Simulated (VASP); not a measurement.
# SiC (Moissanite 3C): NMR shieldings

What are the shielding tensors of SiC (Moissanite 3C)? The cell is of the zinc-blende type, one of the forms listed for this formula, which need not be the common one. The start is a cell from a database of measured crystal structures.

Calculated with VASP 6.6.1; LDA; plane waves and PAW (Si, C), in the first sound run; inputs show where later runs differ.

## 1. The structure

The structure is cubic, space group F-43m (No. 216). The conventional cell has a = 4.358 Å, b = 4.358 Å, c = 4.358 Å, α = 90.00°, β = 90.00°, γ = 90.00°. Nearest to Si lie 4 C at 1.89 Å. Nearest to C lie 4 Si at 1.89 Å. Farther neighbours are not listed.

## 2. Ground state

The next steps need an insulator, so the gap is checked first.

Input file INCAR:

```
SYSTEM = SiC
PREC = Accurate
ENCUT = 520
EDIFF = 1E-07
NELM = 100
ISMEAR = 0
SIGMA = 0.01
LREAL = .FALSE.
ALGO = Normal
GGA = CA
NBANDS = 10
LORBIT = 11
LWAVE = .FALSE.
LCHARG = .FALSE.
KPAR = 2
```

Input file POSCAR:

```
SiC
1.0
    0.0000000000      2.1790000000      2.1790000000
    2.1790000000      0.0000000000      2.1790000000
    2.1790000000      2.1790000000      0.0000000000
Si C
1 1
Direct
    0.0000000000      0.0000000000      0.0000000000
    0.7500000000      0.7500000000      0.7500000000
```

Input file KPOINTS:

```
Automatic mesh
0
Gamma
9 9 9
0 0 0
```

The projector-augmented-wave data sets are Si and C (PBE family, release 64).

On the command line:

```bash
$ mpirun -np 2 vasp_std
```

Output:

```text
[banner, memory and clock lines left out]
running    2 mpi-ranks, on    1 nodes
 distrk:  each k-point on    1 cores,    2 groups
 distr:  one band on    1 cores,    1 groups

 POSCAR found type information on POSCAR SiC
 POSCAR found :  2 types and       2 ions
|                                                                             |
|               ----> ADVICE to this user running VASP <----                  |
|                                                                             |
|     You enforced a specific xc type in the INCAR file but a different       |
|     [... a line on the potential file left out ...]
|     I HOPE YOU KNOW WHAT YOU ARE DOING!                                     |
|                                                                             |

 LDA part: xc-table for (Slater(with rela. corr.)+CA(PZ))
 , standard interpolation
 POSCAR, INCAR and KPOINTS ok, starting setup
 FFT: planning ... GRIDC
 FFT: planning ... GRID_SOFT
 FFT: planning ... GRID
 WAVECAR not read
 entering main loop
       N       E                     dE             d eps       ncg     rms          rms(c)
DAV:   1     0.286813475557E+01    0.28681E+01   -0.39668E+03   732   0.671E+02
DAV:   2    -0.178643464081E+02   -0.20732E+02   -0.19683E+02   906   0.115E+02
DAV:   3    -0.185058578126E+02   -0.64151E+00   -0.64048E+00   820   0.175E+01
DAV:   4    -0.185085420450E+02   -0.26842E-02   -0.26840E-02   832   0.142E+00
DAV:   5    -0.185085543479E+02   -0.12303E-04   -0.12303E-04   822   0.888E-02    0.823E+00
DAV:   6    -0.166733497691E+02    0.18352E+01   -0.70472E+00   726   0.127E+01    0.336E+00
DAV:   7    -0.166050104912E+02    0.68339E-01   -0.33911E-01   828   0.365E+00    0.161E+00
DAV:   8    -0.165852768163E+02    0.19734E-01   -0.28045E-02   734   0.106E+00    0.140E-01
DAV:   9    -0.165850338184E+02    0.24300E-03   -0.16026E-03   834   0.234E-01    0.825E-02
DAV:  10    -0.165850440826E+02   -0.10264E-04   -0.11440E-04   744   0.669E-02    0.245E-02
DAV:  11    -0.165850441042E+02   -0.21614E-07   -0.46704E-06   812   0.132E-02    0.100E-02
DAV:  12    -0.165850439298E+02    0.17433E-06   -0.47130E-07   744   0.392E-03    0.589E-04
DAV:  13    -0.165850439316E+02   -0.17614E-08   -0.12411E-08   362   0.704E-04
   1 F= -.16585044E+02 E0= -.16585044E+02  d E =-.184386E-84
```

Elapsed: 2 s, on 2 MPI ranks of Intel Xeon 6975P-C (Granite Rapids), shared host; peak memory 0.22 GiB; 3.1 s of CPU time.

The logs omit lines about the potential files and the build; timing stands in the text.

OUTCAR, selected parts (step 2):

```text
ion  position               nearest neighbor table
   1  0.000  0.000  0.000-   2 1.89   2 1.89   2 1.89   2 1.89
   2  0.750  0.750  0.750-   1 1.89   1 1.89   1 1.89   1 1.89

  LATTYP: Found a face centered cubic cell.
 ALAT       =     4.3580000000

 Subroutine GETGRP returns: Found 24 space group operations
 (whereof 24 operations were pure point group operations)

The static configuration has the point symmetry T_d .

 Found     35 irreducible k-points:

   k-points           NKPTS =     35   k-points in BZ     NKDIM =     35   number of bands    NBANDS=     10

   dimension x,y,z NGX =    24 NGY =   24 NGZ =   24
   dimension x,y,z NGXF=    48 NGYF=   48 NGZF=   48

   ENCUT  =  520.0 eV  38.22 Ry    6.18 a.u.   5.73  5.73  5.73*2*pi/ulx,y,z

   NELECT =       8.0000    total number of electrons

 k-points in reciprocal lattice and weights: Automatic mesh
   0.00000000  0.00000000  0.00000000       0.001
   0.11111111  0.00000000  0.00000000       0.011
   0.22222222  0.00000000  0.00000000       0.011
   0.33333333  0.00000000  0.00000000       0.011
   0.44444444  0.00000000  0.00000000       0.011
   0.11111111  0.11111111  0.00000000       0.008
   0.22222222  0.11111111  0.00000000       0.033
   0.33333333  0.11111111  0.00000000       0.033
   0.44444444  0.11111111  0.00000000       0.033
[...]
-0.33333333  0.44444444  0.11111111       0.033
  -0.33333333  0.44444444  0.22222222       0.033

 average (electrostatic) potential at core
       1 -79.9349       2 -44.8049

 E-fermi :   8.0513

 k-point     1 :       0.0000    0.0000    0.0000
  band No.  band energies     occupation
      1      -7.4233      2.00000
      2       7.9154      2.00000
      3       7.9154      2.00000
      4       7.9154      2.00000
      5      14.1986      0.00000
      6      15.1050      0.00000
      7      15.1050      0.00000
      8      15.1050      0.00000
      9      22.4741      0.00000
    ...

 k-point     2 :       0.1111    0.0000    0.0000
  band No.  band energies     occupation
      1      -7.1814      2.00000
      2       6.7099      2.00000
      3       7.7503      2.00000
      4       7.7503      2.00000
      5      14.3949      0.00000
      6      15.3969      0.00000
      7      15.3969      0.00000
      8      15.5178      0.00000
      9      21.3550      0.00000
    ...

 k-point     3 :       0.2222    0.0000    0.0000
  band No.  band energies     occupation
      1      -6.4682      2.00000
      2       4.2809      2.00000
      3       7.3930      2.00000
      4       7.3930      2.00000
      5      13.9784      0.00000
      6      15.7359      0.00000
      7      15.7359      0.00000
      8      16.8726      0.00000
      9      20.8425      0.00000
    ...

  Total       -0.3577623     -0.3577623     -0.3577623      0.0000000      0.0000000      0.0000000
  in kB      -27.7015103    -27.7015103    -27.7015103      0.0000000      0.0000000      0.0000000
  external PRESSURE =     -27.7015103 kB  Pullay stress =       0.0000000 kB

  energy-cutoff  :      520.00
  volume of cell :       20.69
      direct lattice vectors                 reciprocal lattice vectors
     0.000000000  2.179000000  2.179000000    -0.229463056  0.229463056  0.229463056
     2.179000000  0.000000000  2.179000000     0.229463056 -0.229463056  0.229463056
     2.179000000  2.179000000  0.000000000     0.229463056  0.229463056 -0.229463056

 POSITION                                       TOTAL-FORCE (eV/Angst)
 -----------------------------------------------------------------------------------
      0.00000      0.00000      0.00000        -0.000000     -0.000000     -0.000000
      3.26850      3.26850      3.26850         0.000000      0.000000      0.000000
 -----------------------------------------------------------------------------------
    total drift:                               -0.000000     -0.000000     -0.000000

  FREE ENERGIE OF THE ION-ELECTRON SYSTEM (eV)
  ---------------------------------------------------
  free  energy   TOTEN  =       -16.5850439316 eV

  energy  without entropy=      -16.5850439316  energy(sigma->0) =      -16.58504393

 total charge
# of ion       s       p       d       tot
------------------------------------------
    1        0.707   0.975   0.000   1.682
    2        0.821   1.709   0.000   2.530
--------------------------------------------------
tot          1.528   2.684   0.000   4.212

[... 3 further parts left out ...]
```

The gap is read on the k-mesh alone, so it is an upper bound where the band edges lie off the mesh. The PAW data sets were made with PBE, though LDA sets exist; this is a small mismatch.

This step gave:

```yaml
free_energy_toten: -16.59 eV
fermi_energy: 8.051 eV
pressure: -2.770 GPa
gap_on_the_k_mesh: 1.448 eV
least_direct_gap_on_the_k_mesh: 4.595 eV
```

The cell has a gap of 1.45 eV on this mesh and a pressure of -2.8 GPa, which holds the misfit of the given cell and coordinates with this functional, and any error of cutoff, mesh and data sets.

(Part 1 of 3 ends here.)

[Lines on the potential files, build, host, timing and source positions are cut from VASP's logs without a mark.]

[Logs are printed without paths, hosts, clocks, repeated set-up lines and the standing remarks that a program may print on its own settings, such as how far it seeks lower states.]

[Hosts, paths, dates, database ids (printed as entryN), source tags and the programs' standing remarks are cut or masked in the printed files.]
